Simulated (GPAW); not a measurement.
# Ta (Im-3m) in GPAW: further runs

One crystal, Ta, is run at these levels: RPBE, LDA, AM05, PBEsol, PBE; tasks: optical spectrum.

Everything below comes from runs of GPAW 26.7.0. Logs are shortened: lines on timing, memory, paths and dates and some standing lists are left out, and cuts for length are marked. The log counts tension as positive stress, the text compression.

## (1) Starting point

Symmetry: Im-3m, No. 229, cubic system. Conventional cell: a = 3.303 Å, b = 3.303 Å, c = 3.303 Å, α = 90.00°, β = 90.00°, γ = 90.00°. Around Ta (site symmetry m-3m) lie 8 Ta at 2.86 Å.

## (2) Optical spectrum, RPBE

Input file run.py:

```python
from ase import Atoms
from ase.dft.bandgap import bandgap
from ase.io import write
from gpaw import GPAW, PW
from gpaw.response.df import DielectricFunction

atoms = Atoms(['Ta'],
              cell=[[-1.65128, 1.65128, 1.65128],
                    [1.65128, -1.65128, 1.65128],
                    [1.65128, 1.65128, -1.65128]],
              scaled_positions=[[0.0, 0.0, 0.0]],
              pbc=True)

calc = GPAW(mode=PW(400),
            xc='RPBE',
            kpts={'size': (9, 9, 9), 'gamma': True},
            occupations={'name': 'fermi-dirac', 'width': 0.05},
            nbands=15,
            convergence={'density': 1e-06},
            maxiter=150,
            txt='gpaw.txt')
atoms.calc = calc
energy = atoms.get_potential_energy()
calc.write('gs.gpw')
write('result.traj', atoms)
print(f'Energy: {energy:.6f} eV')
print('Fermi level:', round(calc.get_fermi_level(), 4), 'eV')
print(f'Gap: {bandgap(calc)[0]:.4f} eV, direct: {bandgap(calc, direct=True)[0]:.4f} eV')

dense = calc.fixed_density(kpts={'size': (28, 28, 28), 'gamma': True},
                           nbands=23, convergence={'bands': 17, 'eigenstates': 1e-7},
                           update_fermi_level=True, txt='dense.txt')
dense.write('dense.gpw', mode='all')

df = DielectricFunction('dense.gpw', frequencies={'type': 'nonlinear', 'domega0': 0.05, 'omega2': 10},
                        eta=0.1, ecut=50, nbands=17, rate='eta', txt='df.txt')
for direction in ['x']:
    df.get_dielectric_function(xc='RPA', direction=direction, filename=f'df_{direction}.csv')
```

Potentials or basis: the program's PAW data sets (release 1.2.1) made for this functional, pw.

Launch:

```bash
$ OMP_NUM_THREADS=1 python run.py
```

gpaw.txt:

```text
__  _  _
 | _ |_)|_||  |
 |__||  | ||/\| - 26.7.0

Input parameters:
  mode=PW(ecut=400.0),
  convergence={'density': 1e-06},
  kpts=MonkhorstPack(size=(9, 9, 9), gamma=True),
  maxiter=150,
  nbands=15,
  occupations=Occupations(name='fermi-dirac', width=0.05),
  xc=XC(name='RPBE')

Diagonalizing LCAO Hamiltonian
Converting LCAO to pw mode

       Ta

Atoms  # Å, Bohr magnetons
|   | symbol |        x |        y |        z |    initial magnetic moments |
|---|--------|----------|----------|----------|-----------------------------|
| 0 |     Ta | 0.000000 | 0.000000 | 0.000000 | ( 0.0000,  0.0000,  0.0000) |

Unit cell  # Å
| periodic |         x |         y |         z |  lengths |     angles |
|----------|-----------|-----------|-----------|----------|------------|
|      yes | -1.651280 |  1.651280 |  1.651280 | 2.860101 | 109.471221 |
|      yes |  1.651280 | -1.651280 |  1.651280 | 2.860101 | 109.471221 |
|      yes |  1.651280 |  1.651280 | -1.651280 | 2.860101 | 109.471221 |

Number of symmetries: 48
Symmetry operations  # r_c * U_cc + t_c -> r_c
|    | kind |            matrix            |
|----|------|------------------------------|
|  0 |  σ   |  1, 1, 1,  0, 0,-1,  0,-1, 0 |
|  1 |  C4  |  1, 1, 1,  0, 0,-1, -1, 0, 0 |
|  2 |  C2  |  1, 1, 1,  0,-1, 0,  0, 0,-1 |
|  3 |  S6  |  1, 1, 1,  0,-1, 0, -1, 0, 0 |
|  4 |  S6  |  1, 1, 1, -1, 0, 0,  0, 0,-1 |
|  5 |  C4  |  1, 1, 1, -1, 0, 0,  0,-1, 0 |
|  6 |  E   |  1, 0, 0,  0, 1, 0,  0, 0, 1 |
|  7 |  σ   |  1, 0, 0,  0, 1, 0, -1,-1,-1 |
|  8 |  σ   |  1, 0, 0,  0, 0, 1,  0, 1, 0 |
|  9 |  C3  |  1, 0, 0,  0, 0, 1, -1,-1,-1 |
| 10 |  C3  |  1, 0, 0, -1,-1,-1,  0, 1, 0 |
| 11 |  σ   |  1, 0, 0, -1,-1,-1,  0, 0, 1 |
| 12 |  σ   |  0, 1, 0,  1, 0, 0,  0, 0, 1 |
| 13 |  C2  |  0, 1, 0,  1, 0, 0, -1,-1,-1 |
| 14 |  C3  |  0, 1, 0,  0, 0, 1,  1, 0, 0 |
| 15 |  S4  |  0, 1, 0,  0, 0, 1, -1,-1,-1 |
| 16 |  S4  |  0, 1, 0, -1,-1,-1,  1, 0, 0 |
| 17 |  C3  |  0, 1, 0, -1,-1,-1,  0, 0, 1 |
| 18 |  C3  |  0, 0, 1,  1, 0, 0,  0, 1, 0 |
| 19 |  S4  |  0, 0, 1,  1, 0, 0, -1,-1,-1 |
| 20 |  σ   |  0, 0, 1,  0, 1, 0,  1, 0, 0 |
| 21 |  C3  |  0, 0, 1,  0, 1, 0, -1,-1,-1 |
| 22 |  C2  |  0, 0, 1, -1,-1,-1,  1, 0, 0 |
| 23 |  S4  |  0, 0, 1, -1,-1,-1,  0, 1, 0 |
| 24 |  C4  |  0, 0,-1,  1, 1, 1,  0,-1, 0 |
| 25 |  σ   |  0, 0,-1,  1, 1, 1, -1, 0, 0 |
| 26 |  S6  |  0, 0,-1,  0,-1, 0,  1, 1, 1 |
| 27 |  C2  |  0, 0,-1,  0,-1, 0, -1, 0, 0 |
| 28 |  C4  |  0, 0,-1, -1, 0, 0,  1, 1, 1 |
| 29 |  S6  |  0, 0,-1, -1, 0, 0,  0,-1, 0 |
| 30 |  S6  |  0,-1, 0,  1, 1, 1,  0, 0,-1 |
| 31 |  C4  |  0,-1, 0,  1, 1, 1, -1, 0, 0 |
| 32 |  C4  |  0,-1, 0,  0, 0,-1,  1, 1, 1 |
| 33 |  S6  |  0,-1, 0,  0, 0,-1, -1, 0, 0 |
| 34 |  σ   |  0,-1, 0, -1, 0, 0,  1, 1, 1 |
| 35 |  C2  |  0,-1, 0, -1, 0, 0,  0, 0,-1 |
| 36 |  C2  | -1, 0, 0,  1, 1, 1,  0, 0,-1 |
| 37 |  S6  | -1, 0, 0,  1, 1, 1,  0,-1, 0 |
| 38 |  S6  | -1, 0, 0,  0, 0,-1,  1, 1, 1 |
| 39 |  C2  | -1, 0, 0,  0, 0,-1,  0,-1, 0 |
| 40 |  C2  | -1, 0, 0,  0,-1, 0,  1, 1, 1 |
| 41 |  i   | -1, 0, 0,  0,-1, 0,  0, 0,-1 |
| 42 |  S4  | -1,-1,-1,  1, 0, 0,  0, 1, 0 |
| 43 |  C3  | -1,-1,-1,  1, 0, 0,  0, 0, 1 |
| 44 |  C3  | -1,-1,-1,  0, 1, 0,  1, 0, 0 |
| 45 |  σ   | -1,-1,-1,  0, 1, 0,  0, 0, 1 |
| 46 |  S4  | -1,-1,-1,  0, 0, 1,  1, 0, 0 |
| 47 |  C2  | -1,-1,-1,  0, 0, 1,  0, 1, 0 |

BZ-sampling:
  Number of BZ points: 729
  Number of IBZ points: 35

  Monkhorst-Pack size: [9, 9, 9]
  Monkhorst-Pack shift: [0, 0, 0]

K-points  # in reciprocal-cell coordinates
|     |                                coordinates |     weight |
|-----|--------------------------------------------|------------|
|   0 | (  0.00000000,   0.00000000,   0.00000000) | 0.00137174 |
|   1 | (  0.11111111,   0.00000000,   0.00000000) | 0.01646091 |
|   2 | (  0.11111111,   0.11111111,  -0.11111111) | 0.00823045 |
|   3 | (  0.22222222,   0.00000000,  -0.11111111) | 0.03292181 |
|   4 | (  0.22222222,   0.00000000,   0.00000000) | 0.01646091 |
|   5 | (  0.22222222,   0.11111111,  -0.11111111) | 0.03292181 |
|   6 | (  0.22222222,   0.22222222,  -0.22222222) | 0.00823045 |
|   7 | (  0.33333333,  -0.11111111,  -0.11111111) | 0.01097394 |
|   8 | (  0.33333333,   0.00000000,  -0.11111111) | 0.06584362 |
|   9 | (  0.33333333,   0.00000000,   0.00000000) | 0.01646091 |
| ... |                                            |            |
|  34 | (  0.44444444,   0.44444444,   0.44444444) | 0.01097394 |

Plane wave coefficients: 339
Cutoff: 400.0 eV

Spin-components: 1 (collinear spins)
Bands:           15
Projectors:      6
Spin-degeneracy: 2
Datatype:        complex128

Parallelization:
  kpt:    1
  domain: 1
  band:   1

Density:
  Valence electrons: 13.0
  Components: 1
  Grid points: [14 14 14]
  Charge: 0.0  # |e|

Potential:
  Grid points: [14 14 14]

species:
  Ta:
    name:    Tantalum
    Z:       73.0
    valence: 13
    core:    60
    charge:  0.0  # [|e|]
    compensation charges:
      type: gauss
      rc: 0.42  # [Å]
      lmax: 2
    cutoffs:
      filter: 2.36  # [Å]
      core: 3.45  # [Å]
    projectors
    | kind |    occ | energy [eV] | rcut [Å] |
    |------|--------|-------------|----------|
    |   5s |  2.000 |     -72.771 |    1.365 |
    |   6s |  2.000 |      -5.369 |    1.365 |
    |   5p |  6.000 |     -39.410 |    1.349 |
    |   6p |  0.000 |      -1.395 |    1.349 |
    |   5d |  3.000 |      -3.553 |    1.307 |
    |    d |        |      23.659 |    1.307 |

    Using partial waves for Ta as LCAO basis

Reference energy: -424185.452870  # eV

eigensolver:
  PPCG
  Converge bands: occupied
  niter=2

density mixing:
  MSR1-Mixer
  Pratt-step length: 0.05
  Maximum mixing coefficient: 0.75
  Old densities: 10
  SVD Regularization: 0.005
  Good broyden scale: 1.0
  Trust region scale: 1.0
  Backstep threshold: 4.0
  History deletion threshold: 6.0
  Fourier metric: weight=20.0, sigma=0.015

occupation numbers:
  Fermi-Dirac:
    width: 0.0500  # eV

poisson solver:
  ecut: 3200.0  # eV

xc functional:
  name: RPBE with 2 nearest neighbor stencil

convergence criteria:
- Maximum integral of absolute [dens]ity change: 1e-06 electrons / valence electron
- Maximum [total energy] change in last 3 cyles: 0.0005 eV / valence electron
- Maximum integral of absolute [eigenst]ate change: 4e-08 eV^2 / valence electron
maximum number of iterations: 150

SCF iterations
|iter     | |      energy | eigst |  dens |
|---------|-|-------------|-------|-------|
|iter:   1| |   -9.487106 | -0.19 |       |
|iter:   2| |   -9.460250 | -3.26 | -1.26 |
|iter:   3| |   -9.334423 | -2.07 | -1.29 |
|iter:   4| |   -9.340862 | -3.60 | -2.01 |
|iter:   5| |   -9.342960 | -4.44 | -2.36 |
|iter:   6| |   -9.342964c| -6.49 | -3.73 |
|iter:   7| |   -9.342964c| -7.68c| -4.17 |
|iter:   8| |   -9.342964c| -8.53c| -5.09 |
|iter:   9| |   -9.342964c| -9.25c| -5.58 |
|iter:  10| |   -9.342964c|-10.50c| -7.16c|

Converged in 10 steps
Energy contributions relative to reference atoms: (reference = -424185.452870)

Energy contributions:
  Kinetic:          10.005760
  Coulomb:         -10.281016
  Zero:             -0.257948
  External:          0.000000
  Xc:               -8.800260
  Entropy:          -0.018999
  Spinorbit:         0.000000
  ----------------------------
  Free energy:      -9.352463
  Extrapolated:     -9.342964

dipole moment: (-5.920449, -5.920449, -5.920449)  # |e|*Ang

Fermi level: 11.963
Eigenvalues  # (at kpt = [0.000, 0.000, 0.000])
| band index |      eig [eV] | occ [0-2] |
|------------|---------------|-----------|
|          0 |       -55.089 |     2.000 |
|          1 |       -21.236 |     2.000 |
|          2 |       -21.236 |     2.000 |
|          3 |       -21.236 |     2.000 |
|          4 |         4.040 |     2.000 |
|          5 |        12.659 |     0.000 |
|          6 |        12.659 |     0.000 |
|          7 |        12.659 |     0.000 |
|          8 |        15.902 |     0.000 |
|          9 |        15.902 |     0.000 |
|         10 |        26.749 |     0.000 |
|         11 |        26.749 |     0.000 |
|         12 |        26.749 |     0.000 |
|        ... |               |           |
|         14 |        37.789 |     0.000 |

No gap
No difference between direct/indirect transitions
# Writing to gs.gpw (mode='')
```

It took 83 s on 1 thread of Arm Neoverse V1, shared host; peak memory 0.36 GiB.

What came out:

- Free energy: -9.3525 eV
- Band gap on the k mesh: none (metal or under the smearing width)

Dielectric function (mean over the directions given):
```csv
energy (eV),real part,imaginary part
0.67,-136.07,49.30
1.54,-16.24,9.62
2.54,4.34,11.52
3.56,1.71,13.04
4.44,4.86,10.97
5.38,-4.32,19.81
6.39,-6.94,6.21
7.38,-3.20,3.18
8.25,-1.39,2.96
9.27,-1.77,3.87
10.26,-1.71,3.34
11.31,-1.56,2.42
12.19,-1.38,2.21
13.24,-0.95,1.71
14.22,-0.83,1.62
15.26,-1.20,1.55
16.21,-1.11,1.03
17.36,-1.01,0.70
18.58,-0.49,0.32
19.87,-0.15,0.26
```

Caveat: the intraband term hangs on this k mesh; the long-wavelength limit can be off by several per cent where d states take part; independent-particle spectra lack excitons.

## (3) Optical spectrum, LDA

run.py, as its differences from that of step 2:

```diff
@@ -14,3 +14,3 @@
 calc = GPAW(mode=PW(400),
-            xc='RPBE',
+            xc='LDA',
             kpts={'size': (9, 9, 9), 'gamma': True},
```

Potentials or basis: the program's PAW data sets (release 1.2.1) made for this functional, pw.

Launch:

```bash
$ OMP_NUM_THREADS=1 python run.py
```

gpaw.txt:

```text
__  _  _
 | _ |_)|_||  |
 |__||  | ||/\| - 26.7.0

Input parameters:
  mode=PW(ecut=400.0),
  convergence={'density': 1e-06},
  kpts=MonkhorstPack(size=(9, 9, 9), gamma=True),
  maxiter=150,
  nbands=15,
  occupations=Occupations(name='fermi-dirac', width=0.05),
  xc=XC(name='LDA')

Diagonalizing LCAO Hamiltonian
Converting LCAO to pw mode

       Ta

Atoms  # Å, Bohr magnetons
|   | symbol |        x |        y |        z |    initial magnetic moments |
|---|--------|----------|----------|----------|-----------------------------|
| 0 |     Ta | 0.000000 | 0.000000 | 0.000000 | ( 0.0000,  0.0000,  0.0000) |

Unit cell  # Å
| periodic |         x |         y |         z |  lengths |     angles |
|----------|-----------|-----------|-----------|----------|------------|
|      yes | -1.651280 |  1.651280 |  1.651280 | 2.860101 | 109.471221 |
|      yes |  1.651280 | -1.651280 |  1.651280 | 2.860101 | 109.471221 |
|      yes |  1.651280 |  1.651280 | -1.651280 | 2.860101 | 109.471221 |

Number of symmetries: 48
Symmetry operations  # r_c * U_cc + t_c -> r_c
|    | kind |            matrix            |
|----|------|------------------------------|
|  0 |  σ   |  1, 1, 1,  0, 0,-1,  0,-1, 0 |
|  1 |  C4  |  1, 1, 1,  0, 0,-1, -1, 0, 0 |
|  2 |  C2  |  1, 1, 1,  0,-1, 0,  0, 0,-1 |
|  3 |  S6  |  1, 1, 1,  0,-1, 0, -1, 0, 0 |
|  4 |  S6  |  1, 1, 1, -1, 0, 0,  0, 0,-1 |
|  5 |  C4  |  1, 1, 1, -1, 0, 0,  0,-1, 0 |
|  6 |  E   |  1, 0, 0,  0, 1, 0,  0, 0, 1 |
|  7 |  σ   |  1, 0, 0,  0, 1, 0, -1,-1,-1 |
|  8 |  σ   |  1, 0, 0,  0, 0, 1,  0, 1, 0 |
|  9 |  C3  |  1, 0, 0,  0, 0, 1, -1,-1,-1 |
| 10 |  C3  |  1, 0, 0, -1,-1,-1,  0, 1, 0 |
| 11 |  σ   |  1, 0, 0, -1,-1,-1,  0, 0, 1 |
| 12 |  σ   |  0, 1, 0,  1, 0, 0,  0, 0, 1 |
| 13 |  C2  |  0, 1, 0,  1, 0, 0, -1,-1,-1 |
| 14 |  C3  |  0, 1, 0,  0, 0, 1,  1, 0, 0 |
| 15 |  S4  |  0, 1, 0,  0, 0, 1, -1,-1,-1 |
| 16 |  S4  |  0, 1, 0, -1,-1,-1,  1, 0, 0 |
| 17 |  C3  |  0, 1, 0, -1,-1,-1,  0, 0, 1 |
| 18 |  C3  |  0, 0, 1,  1, 0, 0,  0, 1, 0 |
| 19 |  S4  |  0, 0, 1,  1, 0, 0, -1,-1,-1 |
| 20 |  σ   |  0, 0, 1,  0, 1, 0,  1, 0, 0 |
| 21 |  C3  |  0, 0, 1,  0, 1, 0, -1,-1,-1 |
| 22 |  C2  |  0, 0, 1, -1,-1,-1,  1, 0, 0 |
| 23 |  S4  |  0, 0, 1, -1,-1,-1,  0, 1, 0 |
| 24 |  C4  |  0, 0,-1,  1, 1, 1,  0,-1, 0 |
| 25 |  σ   |  0, 0,-1,  1, 1, 1, -1, 0, 0 |
| 26 |  S6  |  0, 0,-1,  0,-1, 0,  1, 1, 1 |
| 27 |  C2  |  0, 0,-1,  0,-1, 0, -1, 0, 0 |
| 28 |  C4  |  0, 0,-1, -1, 0, 0,  1, 1, 1 |
| 29 |  S6  |  0, 0,-1, -1, 0, 0,  0,-1, 0 |
| 30 |  S6  |  0,-1, 0,  1, 1, 1,  0, 0,-1 |
| 31 |  C4  |  0,-1, 0,  1, 1, 1, -1, 0, 0 |
| 32 |  C4  |  0,-1, 0,  0, 0,-1,  1, 1, 1 |
| 33 |  S6  |  0,-1, 0,  0, 0,-1, -1, 0, 0 |
| 34 |  σ   |  0,-1, 0, -1, 0, 0,  1, 1, 1 |
| 35 |  C2  |  0,-1, 0, -1, 0, 0,  0, 0,-1 |
| 36 |  C2  | -1, 0, 0,  1, 1, 1,  0, 0,-1 |
[... 73 lines left out ...]
    | kind |    occ | energy [eV] | rcut [Å] |
    |------|--------|-------------|----------|
    |   5s |  2.000 |     -72.979 |    1.365 |
    |   6s |  2.000 |      -5.599 |    1.365 |
    |   5p |  6.000 |     -39.590 |    1.349 |
    |   6p |  0.000 |      -1.483 |    1.349 |
    |   5d |  3.000 |      -3.794 |    1.307 |
    |    d |        |      23.417 |    1.307 |

    Using partial waves for Ta as LCAO basis

Reference energy: -423922.319582  # eV

eigensolver:
  PPCG
  Converge bands: occupied
  niter=2

density mixing:
  MSR1-Mixer
  Pratt-step length: 0.05
  Maximum mixing coefficient: 0.75
  Old densities: 10
  SVD Regularization: 0.005
  Good broyden scale: 1.0
  Trust region scale: 1.0
  Backstep threshold: 4.0
  History deletion threshold: 6.0
  Fourier metric: weight=20.0, sigma=0.015

occupation numbers:
  Fermi-Dirac:
    width: 0.0500  # eV

poisson solver:
  ecut: 3200.0  # eV

xc functional:
  name: None

convergence criteria:
- Maximum integral of absolute [dens]ity change: 1e-06 electrons / valence electron
- Maximum [total energy] change in last 3 cyles: 0.0005 eV / valence electron
- Maximum integral of absolute [eigenst]ate change: 4e-08 eV^2 / valence electron
maximum number of iterations: 150

SCF iterations
|iter     | |      energy | eigst |  dens |
|---------|-|-------------|-------|-------|
|iter:   1| |  -11.048148 | -0.19 |       |
|iter:   2| |  -11.019292 | -3.20 | -1.30 |
|iter:   3| |  -10.882649 | -2.10 | -1.33 |
|iter:   4| |  -10.886446 | -3.77 | -2.04 |
|iter:   5| |  -10.887950c| -4.86 | -2.38 |
|iter:   6| |  -10.887951c| -7.30 | -3.92 |
|iter:   7| |  -10.887950c| -8.35c| -4.26 |
|iter:   8| |  -10.887950c| -9.11c| -5.38 |
|iter:   9| |  -10.887950c| -9.97c| -5.90 |
|iter:  10| |  -10.887950c|-11.35c| -7.16c|

Converged in 10 steps
Energy contributions relative to reference atoms: (reference = -423922.319582)

Energy contributions:
  Kinetic:           4.914830
  Coulomb:          -5.478971
  Zero:             -0.291181
  External:          0.000000
  Xc:              -10.024193
  Entropy:          -0.016869
  Spinorbit:         0.000000
  ----------------------------
  Free energy:     -10.896385
  Extrapolated:    -10.887950

dipole moment: (-5.946780, -5.946780, -5.946780)  # |e|*Ang

Fermi level: 11.533
Eigenvalues  # (at kpt = [0.000, 0.000, 0.000])
| band index |      eig [eV] | occ [0-2] |
|------------|---------------|-----------|
|          0 |       -55.451 |     2.000 |
|          1 |       -21.593 |     2.000 |
|          2 |       -21.593 |     2.000 |
|          3 |       -21.593 |     2.000 |
|          4 |         3.634 |     2.000 |
|          5 |        12.159 |     0.000 |
|          6 |        12.159 |     0.000 |
|          7 |        12.159 |     0.000 |
|          8 |        15.388 |     0.000 |
|          9 |        15.388 |     0.000 |
|         10 |        26.402 |     0.000 |
|         11 |        26.402 |     0.000 |
|         12 |        26.402 |     0.000 |
|        ... |               |           |
|         14 |        37.590 |     0.000 |

No gap
No difference between direct/indirect transitions
# Writing to gs.gpw (mode='')
```

df.txt:

```text
NonLinearFrequencyDescriptor(from 0.000 to 104.177 eV, 393 points)
NonLinearFrequencyDescriptor(from 0.000 to 104.177 eV, 393 points)

Calculating chi0 body with:
    Ground state adapter containing:
    Number of spins: 1
    Number of kpoints: 21952
    Number of irreducible kpoints: 624
    Number of completely occupied states: 5
    Number of partially occupied states: 7

    Linear response parametrization:
    q_c: [0.0, 0.0, 0.0]
    Number of frequency points: 393
[... 43 lines left out ...]
    Number of kpoints: 21952
    Number of irreducible kpoints: 624
    Number of completely occupied states: 5
    Number of partially occupied states: 7

Symmetries of q_c:
    Direct symmetries (Uq -> q): 48
    Indirect symmetries (TUq -> q): 0
In total 48 allowed symmetries.

Integral kind: intraband
Plasma frequency:
[[8.52-0.j 0.  +0.j 0.  +0.j]
 [0.  +0.j 8.52-0.j 0.  -0.j]
 [0.  +0.j 0.  -0.j 8.52-0.j]]

Finished calculating chi0
```

It took 87 s on 1 thread of Arm Neoverse V1, shared host; peak memory 0.36 GiB.

What came out:

```
Free energy            : -10.8964 eV
Band gap on the k mesh : none (metal or under the smearing width)
```

Dielectric function (mean over the directions given):
| energy (eV) | real part | imaginary part |
| --- | --- | --- |
| 0.67 | -136.06 | 49.50 |
| 1.54 | -15.58 | 10.03 |
| 2.54 | 3.99 | 13.01 |
| 3.56 | 1.18 | 12.91 |
| 4.44 | 5.32 | 12.04 |
| 5.38 | -7.34 | 18.73 |
| 6.39 | -6.98 | 5.74 |
| 7.38 | -3.11 | 3.17 |
| 8.25 | -1.25 | 3.45 |
| 9.27 | -1.82 | 3.98 |
| 10.26 | -2.24 | 3.11 |
| 11.31 | -1.53 | 2.26 |
| 12.19 | -1.46 | 2.05 |
| 13.24 | -0.95 | 1.58 |
| 14.22 | -0.71 | 1.51 |
| 15.26 | -1.08 | 1.54 |
| 16.21 | -1.07 | 1.05 |
| 17.36 | -0.95 | 0.82 |
| 18.58 | -0.48 | 0.32 |
| 19.87 | -0.13 | 0.26 |

Caveat: the intraband term hangs on this k mesh; the long-wavelength limit can be off by several per cent where d states take part; independent-particle spectra lack excitons.

(Continued in part 2 of 2.)
